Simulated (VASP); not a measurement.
# PbSe (Fm-3m) in VASP: further runs, part 2 of 2

VASP 6.6.1. The steps go on from the part before.

**3. Relaxation of cell and atoms, r2SCAN**

This run uses another cell than the first one, of 29.49 Å³/atom, 1.028 times its volume.

The input, INCAR:

```
SYSTEM = PbSe
PREC = Accurate
ENCUT = 600
EDIFF = 1E-7
ISMEAR = 0
SIGMA = 0.03
LREAL = .False.
LASPH = .True.
NELM = 80
ALGO = Normal
ISIF = 3
LWAVE = .False.
LCHARG = .False.
METAGGA = R2SCAN
LMIXTAU = .True.
IBRION = 2
NSW = 90
EDIFFG = -0.005
```

The input, KPOINTS:

```
regular mesh
0
Gamma
  10 10 10
  0 0 0
```

The input, POSCAR:

```
PbSe                                    
1.0
    0.0000000000      3.0894142647      3.0894142647
    3.0894142647      0.0000000000      3.0894142647
    3.0894142647      3.0894142647      0.0000000000
  Pb              Se            
     1     1
Direct
     0.0000000000000000    0.0000000000000000    0.0000000000000000
     0.5000000000000000    0.5000000000000000    0.5000000000000000
```

Potentials or basis: VASP PAW PBE potentials, release 64 (Pb_d, Se).

The run is started by

```console
cat potpaw_PBE.64/Pb_d/POTCAR potpaw_PBE.64/Se/POTCAR > POTCAR
mpirun -np 1 vasp_std > vasp.out
```

OUTCAR:

```text
SYSTEM = PbSe
   PREC = Accurate
   ENCUT = 600
   EDIFF = 1E-7
   ISMEAR = 0
   LREAL = .False.
   LASPH = .True.
   NELM = 80
   ISIF = 3
   METAGGA = R2SCAN
   IBRION = 2
   NSW = 90
   EDIFFG = -0.005

 ion  position               nearest neighbor table
   1  0.000  0.000  0.000-   2 3.09   2 3.09   2 3.09   2 3.09   2 3.09   2 3.09
   2  0.500  0.500  0.500-   1 3.09   1 3.09   1 3.09   1 3.09   1 3.09   1 3.09

  LATTYP: Found a face centered cubic cell.
 ALAT       =     6.1788285294

  Lattice vectors:

 A1 = (   0.0000000000,   3.0894142647,   3.0894142647)
 A2 = (   3.0894142647,   0.0000000000,   3.0894142647)
 A3 = (   3.0894142647,   3.0894142647,   0.0000000000)

Analysis of symmetry for initial positions (statically):
=====================================================================
 Subroutine PRICEL returns:
 Original cell was already a primitive cell.

 Routine SETGRP: Setting up the symmetry group for a
 face centered cubic supercell.

 Subroutine GETGRP returns: Found 48 space group operations
 (whereof 48 operations were pure point group operations)
 out of a pool of 48 trial point group operations.

The static configuration has the point symmetry O_h .
[... 171 lines left out ...]
  band No.  band energies     occupation
      1     -12.8534      2.00000
      2     -12.8534      2.00000
      3     -12.8534      2.00000
      4     -12.8486      2.00000
      5     -12.8486      2.00000
      6      -9.3352      2.00000
      7      -1.8324      2.00000
      8       2.6755      2.00000
      9       2.6755      2.00000
     10       2.6755      2.00000
     11       9.5447      0.00000
     12       9.5447      0.00000
     13       9.5447      0.00000
     14      11.5888      0.00000
[... 377 lines left out ...]
      1     -12.9309      2.00000
      2     -12.8635      2.00000
      3     -12.8390      2.00000
      4     -12.8235      2.00000
      5     -12.8211      2.00000
      6      -8.2801      2.00000
      7      -3.2408      2.00000
      8       1.1653      2.00000
      9       1.6862      2.00000
     10       1.8187      2.00000
     11       8.7467      0.00000
     12       9.1342      0.00000
     13       9.6733      0.00000
     14      10.0633      0.00000

 [... further k-points ...]
[... 5 lines left out ...]
  --------------------------------------------------------------------------------------
  -------------------------------------------------------------------------------------
  Total        0.0034957      0.0034957      0.0034957      0.0000000     -0.0000000      0.0000000
  in kB        0.0949697      0.0949697      0.0949697      0.0000000     -0.0000000      0.0000000
  external PRESSURE =       0.0949697 kB  Pullay stress =       0.0000000 kB

 VOLUME and BASIS-vectors are now :
 -----------------------------------------------------------------------------
  energy-cutoff  :      600.00
  volume of cell :       58.97
      direct lattice vectors                 reciprocal lattice vectors
     0.000000000  3.089414265  3.089414265    -0.161842976  0.161842976  0.161842976
     3.089414265  0.000000000  3.089414265     0.161842976 -0.161842976  0.161842976
     3.089414265  3.089414265  0.000000000     0.161842976  0.161842976 -0.161842976

 POSITION                                       TOTAL-FORCE (eV/Angst)
 -----------------------------------------------------------------------------------
      0.00000      0.00000      0.00000         0.000000      0.000000      0.000000
      3.08941      3.08941      3.08941         0.000000      0.000000      0.000000
 -----------------------------------------------------------------------------------
    total drift:                               -0.000000      0.000000      0.000000

  FREE ENERGIE OF THE ION-ELECTRON SYSTEM (eV)
  ---------------------------------------------------
  free  energy   TOTEN  =       -71.9397491493 eV

  energy  without entropy=      -71.9397491493  energy(sigma->0) =      -71.93974915

 reached required accuracy - stopping structural energy minimisation
```

CONTCAR:

```text
PbSe
   1.00000000000000
     0.0000000000000000    3.0894142646999998    3.0894142646999998
     3.0894142646999998    0.0000000000000000    3.0894142646999998
     3.0894142646999998    3.0894142646999998    0.0000000000000000
  Pb              Se
     1     1
Direct
     0.0000000000000000    0.0000000000000000    0.0000000000000000
     0.5000000000000000    0.5000000000000000    0.5000000000000000

  0.00000000E+00  0.00000000E+00  0.00000000E+00
  0.00000000E+00  0.00000000E+00  0.00000000E+00
```

Wall time 96 s (1 thread of Intel Xeon 6975P-C (Granite Rapids), shared host); peak memory 0.25 GiB.

What came out:

```yaml
Free_energy: -71.9397 eV
Pressure_after_relaxing: 0.0 GPa
Band_gap_on_the_k_mesh: 0.67 eV, direct
```

Final structure:
```
Pb Se
1.0
     0.00000    3.08941    3.08941
     3.08941    0.00000    3.08941
     3.08941    3.08941    0.00000
Pb Se
1 1
Direct
  0.00000 0.00000 0.00000
  0.50000 0.50000 0.50000
```

Caveat: the relaxation stopped at its first step, so nothing moved; the PAW data sets were made with another functional, which shifts forces and pressure a little; spin-orbit coupling is left out, which as a rule narrows the gap of such compounds by several tenths of an eV. A k mesh can miss the band edges.

**4. Relaxation of cell and atoms, PBE**

The input, INCAR:

```
PREC = Accurate
ENCUT = 600
EDIFF = 1E-6
ISMEAR = 0
SIGMA = 0.03
LREAL = F
LASPH = T
NELM = 80
ALGO = Normal
ISIF = 3
LWAVE = F
LCHARG = F
GGA = PE
IBRION = 2
NSW = 90
EDIFFG = -0.01
```

The input, KPOINTS:

```
Automatic mesh
0
Gamma
  10 10 10
```

The input, POSCAR:

```
PbSe
1.0
    0.0000000000      3.0606500000      3.0606500000
    3.0606500000      0.0000000000      3.0606500000
    3.0606500000      3.0606500000      0.0000000000
Pb Se
1 1
Direct
    0.0000000000      0.0000000000      0.0000000000
    0.5000000000      0.5000000000      0.5000000000
```

Potentials or basis: VASP PAW PBE potentials, release 64 (Pb_d, Se).

The run is started by

```console
cat potpaw_PBE.64/Pb_d/POTCAR potpaw_PBE.64/Se/POTCAR > POTCAR
mpirun -np 1 vasp_std > vasp.out
```

OUTCAR:

```text
PREC = Accurate
   ENCUT = 600
   EDIFF = 1E-6
   ISMEAR = 0
   LREAL = F
   LASPH = T
   NELM = 80
   ISIF = 3
   GGA = PE
   IBRION = 2
   NSW = 90
   EDIFFG = -0.01

 ion  position               nearest neighbor table
   1  0.000  0.000  0.000-   2 3.06   2 3.06   2 3.06   2 3.06   2 3.06   2 3.06
   2  0.500  0.500  0.500-   1 3.06   1 3.06   1 3.06   1 3.06   1 3.06   1 3.06

  LATTYP: Found a face centered cubic cell.
 ALAT       =     6.1213000000

  Lattice vectors:

 A1 = (   0.0000000000,   3.0606500000,   3.0606500000)
 A2 = (   3.0606500000,   0.0000000000,   3.0606500000)
 A3 = (   3.0606500000,   3.0606500000,   0.0000000000)

Analysis of symmetry for initial positions (statically):
=====================================================================
 Subroutine PRICEL returns:
 Original cell was already a primitive cell.

 Routine SETGRP: Setting up the symmetry group for a
 face centered cubic supercell.

 Subroutine GETGRP returns: Found 48 space group operations
 (whereof 48 operations were pure point group operations)
 out of a pool of 48 trial point group operations.

The static configuration has the point symmetry O_h .

Analysis of symmetry for dynamics (positions and initial velocities):
=====================================================================
 Subroutine PRICEL returns:
 Original cell was already a primitive cell.

 Routine SETGRP: Setting up the symmetry group for a
 face centered cubic supercell.

 Subroutine GETGRP returns: Found 48 space group operations
 (whereof 48 operations were pure point group operations)
 out of a pool of 48 trial point group operations.

The dynamic configuration has the point symmetry O_h .

 Subroutine INISYM returns: Found 48 space group operations
 (whereof 48 operations are pure point group operations),
 and found     1 'primitive' translations

----------------------------------------------------------------------------------------

                                     Primitive cell

  volume of cell :      57.3418

  direct lattice vectors                    reciprocal lattice vectors
     0.000000000  3.060650000  3.060650000    -0.163363991  0.163363991  0.163363991
[... 103 lines left out ...]
   IALGO  =     38    algorithm
   IMIX   =      4    mixing-type and parameters
     AMIX     =   0.40;   BMIX     =  1.00
     AMIX_MAG =   1.60;   BMIX_MAG =  1.00
  volume/ion in A,a.u.               =      28.67       193.48
  Fermi-wavevector in a.u.,A,eV,Ry     =   1.152377  2.177676 18.068159  1.327972
  Thomas-Fermi vector in A             =   2.289028
   LORBIT       =      0    0 simple, 1 ext, 2 COOP (PROOUT), +10 PAW based schemes
   GGA     = PE    functional components
   LHFCALC =     F    Hartree Fock is set to
   AEXX    =    0.0000 exact exchange contribution
   IVDW    =     0    specifies the selected vdW correction
   LEPSILON=     F    determine dielectric tensor
   LRPA    =     F    only Hartree local field effects (RPA)
 conjugate gradient relaxation of ions
 non-spin polarized calculation
 Gauss-broadening in eV      SIGMA  =   0.03
  energy-cutoff  :      600.00
  volume of cell :       57.34
 maximum number of plane-waves:      1936
   NGX = 17   NGY = 17   NGZ = 17

--------------------------------------- Ionic step        1  -------------------------------------------

 number of electron      20.0000001 magnetization

 Free energy of the ion-electron system (eV)
  ---------------------------------------------------
  ext. energy  EPLUGINS =         0.00000000
  ---------------------------------------------------
  free energy    TOTEN  =        -8.17759916 eV

  energy without entropy =       -8.17759916  energy(sigma->0) =       -8.17759916

 E-fermi :   5.2148     XC(G=0):  -9.5299

 val. band max:        5.0701521138   @ k =   0.5000   0.0000   0.0000
 cond. band min:       5.3613874311   @ k =   0.5000   0.0000   0.0000
 fundamental gap:      0.2912353173
 Fermi energy:         5.2148488713

 k-point     1 :       0.0000    0.0000    0.0000
  band No.  band energies     occupation
      1     -11.7678      2.00000
      2     -11.7678      2.00000
      3     -11.7678      2.00000
      4     -11.7638      2.00000
      5     -11.7638      2.00000
      6      -8.5246      2.00000
      7      -1.2350      2.00000
      8       3.1910      2.00000
      9       3.1910      2.00000
     10       3.1910      2.00000
     11       9.7808      0.00000
     12       9.7808      0.00000
     13       9.7808      0.00000
     14      11.5851      0.00000
[... 462 lines left out ...]
--------------------------------------- Ionic step        3  -------------------------------------------

 number of electron      20.0000002 magnetization

 Free energy of the ion-electron system (eV)
  ---------------------------------------------------
  ext. energy  EPLUGINS =         0.00000000
  ---------------------------------------------------
  free energy    TOTEN  =        -8.19789782 eV

  energy without entropy =       -8.19789782  energy(sigma->0) =       -8.19789782

 E-fermi :   4.5940     XC(G=0):  -9.3141

 val. band max:        4.4659440531   @ k =   0.5000   0.0000   0.0000
 cond. band min:       4.9041973007   @ k =   0.5000   0.0000   0.0000
 fundamental gap:      0.4382532476
 Fermi energy:         4.5939969869

 k-point     1 :       0.0000    0.0000    0.0000
  band No.  band energies     occupation
      1     -12.2684      2.00000
      2     -12.2684      2.00000
      3     -12.2684      2.00000
      4     -12.2622      2.00000
      5     -12.2622      2.00000
      6      -8.7065      2.00000
      7      -1.8775      2.00000
      8       2.8314      2.00000
      9       2.8314      2.00000
     10       2.8314      2.00000
     11       9.1051      0.00000
     12       9.1051      0.00000
     13       9.1051      0.00000
     14      11.1158      0.00000
[... 420 lines left out ...]
  FREE ENERGIE OF THE ION-ELECTRON SYSTEM (eV)
  ---------------------------------------------------
  free  energy   TOTEN  =        -8.1978978212 eV

  energy  without entropy=       -8.1978978212  energy(sigma->0) =       -8.19789782

 reached required accuracy - stopping structural energy minimisation
```

OSZICAR:

```text
N       E                     dE             d eps       ncg     rms          rms(c)
DAV:   1     0.163928299725E+03    0.16393E+03   -0.10437E+04  1322   0.161E+03
DAV:   2     0.506727031391E+01   -0.15886E+03   -0.15516E+03  1370   0.371E+02
[... 23 lines left out ...]
DAV:   1    -0.824293872156E+01   -0.47163E-01   -0.14215E+00  1610   0.212E+01    0.113E+00
DAV:   2    -0.820414372628E+01    0.38795E-01   -0.79128E-02  1616   0.519E+00    0.417E-01
DAV:   3    -0.819779536241E+01    0.63484E-02   -0.28823E-02  1616   0.290E+00    0.796E-02
DAV:   4    -0.819788481993E+01   -0.89458E-04   -0.65547E-04  1322   0.266E-01    0.297E-02
DAV:   5    -0.819789564519E+01   -0.10825E-04   -0.77057E-05  1666   0.121E-01    0.156E-02
DAV:   6    -0.819789872824E+01   -0.30831E-05   -0.65930E-06  1430   0.356E-02    0.217E-03
DAV:   7    -0.819789782117E+01    0.90707E-06   -0.48535E-07   694   0.882E-03
   3 F= -.81978978E+01 E0= -.81978978E+01  d E =-.202987E-01
```

CONTCAR:

```text
PbSe
   1.00000000000000
    -0.0000000000000000    3.1090480436000782    3.1090480436000782
     3.1090480436000782   -0.0000000000000000    3.1090480436000782
     3.1090480436000782    3.1090480436000782    0.0000000000000000
  Pb              Se
     1     1
Direct
     0.0000000000000000    0.0000000000000000    0.0000000000000000
     0.5000000000000000    0.5000000000000000    0.5000000000000000

  0.00000000E+00  0.00000000E+00  0.00000000E+00
  0.00000000E+00  0.00000000E+00  0.00000000E+00
```

Wall time 41 s (1 thread of Intel Xeon 6975P-C (Granite Rapids), shared host); peak memory 0.24 GiB.

What came out:

```
Free energy                            : -8.1979 eV
Relaxed volume                         : 30.05 Å³/atom
Relaxed cell                           : a = 4.397 Å, b = 4.397 Å, c = 4.397 Å, α = 60.00°, β = 60.00°, γ = 60.00°
Space group after relaxing (to 0.05 Å) : Fm-3m (No. 225)
Energy gained by relaxing              : 10.1 meV/atom
Ionic steps                            : 3
Pressure after relaxing                : 0.0 GPa
Band gap on the k mesh                 : 0.44 eV, direct
```

The path:
| step | energy change (eV) | largest force (eV/Å) | pressure (GPa) | volume (Å³) |
| --- | --- | --- | --- | --- |
| 1 | 0.0000 | 0.0000 | 2.45 | 57.34 |
| 2 | -0.0182 | 0.0000 | -0.71 | 61.05 |
| 3 | -0.0203 | 0.0000 | 0.02 | 60.11 |

Final structure:
```cif
data_structure
_symmetry_space_group_name_H-M 'P 1'
_symmetry_Int_Tables_number 1
_cell_length_a 4.3969
_cell_length_b 4.3969
_cell_length_c 4.3969
_cell_angle_alpha 60.000
_cell_angle_beta 60.000
_cell_angle_gamma 60.000
_cell_volume 60.11
loop_
_atom_site_label
_atom_site_type_symbol
_atom_site_fract_x
_atom_site_fract_y
_atom_site_fract_z
_atom_site_occupancy
Pb1 Pb 0.00000 0.00000 0.00000 1
Se1 Se 0.50000 0.50000 0.50000 1
```

Caveat: spin-orbit coupling is left out, which as a rule narrows the gap of such compounds by several tenths of an eV.

**5. Relaxation of cell and atoms, PBE**

This run uses another cell than the first one, of 30.05 Å³/atom, 1.048 times its volume.

INCAR, as its differences from that of step 4:

```diff
@@ -2,3 +2,3 @@
 ENCUT = 600
-EDIFF = 1E-6
+EDIFF = 1E-7
 ISMEAR = 0
@@ -15,2 +15,2 @@
 NSW = 90
-EDIFFG = -0.01
+EDIFFG = -0.005
```

KPOINTS is that of step 4.

The input, POSCAR:

```
PbSe                                    
1.0
   -0.0000000000      3.1090480436      3.1090480436
    3.1090480436     -0.0000000000      3.1090480436
    3.1090480436      3.1090480436      0.0000000000
  Pb              Se            
     1     1
Direct
     0.0000000000000000    0.0000000000000000    0.0000000000000000
     0.5000000000000000    0.5000000000000000    0.5000000000000000
```

The run is started by

```console
cat potpaw_PBE.64/Pb_d/POTCAR potpaw_PBE.64/Se/POTCAR > POTCAR
mpirun -np 1 vasp_std > vasp.out
```

It took 20 s on 1 thread of Intel Xeon 6975P-C (Granite Rapids), shared host; peak memory 0.23 GiB.

Results (log left out):

```
Free energy             : -8.1982 eV
Pressure after relaxing : 0.0 GPa
Band gap on the k mesh  : 0.44 eV, direct
```

Final structure:
```
CELL_PARAMETERS angstrom
0.00000 3.10905 3.10905
3.10905 0.00000 3.10905
3.10905 3.10905 0.00000
ATOMIC_POSITIONS crystal
Pb 0.00000 0.00000 0.00000
Se 0.50000 0.50000 0.50000
```

Levels at points of the mesh, in eV from the valence-band top:
```tsv
k point	band 7	band 8	band 9	band 10	band 11	band 12	band 13	band 14
(0.00, 0.00, 0.00)	-6.34	-1.63	-1.63	-1.63	4.64	4.64	4.64	6.65
(0.50, 0.00, 0.00)	-8.52	-1.26	-1.26	0.00	0.44	1.83	1.83	8.53
(0.50, 0.50, 0.00)	-7.28	-4.56	-2.91	-2.91	3.93	5.47	5.47	5.88
```

Caveat: the relaxation stopped at its first step, so nothing moved; spin-orbit coupling is left out, which as a rule narrows the gap of such compounds by several tenths of an eV. A k mesh can miss the band edges.
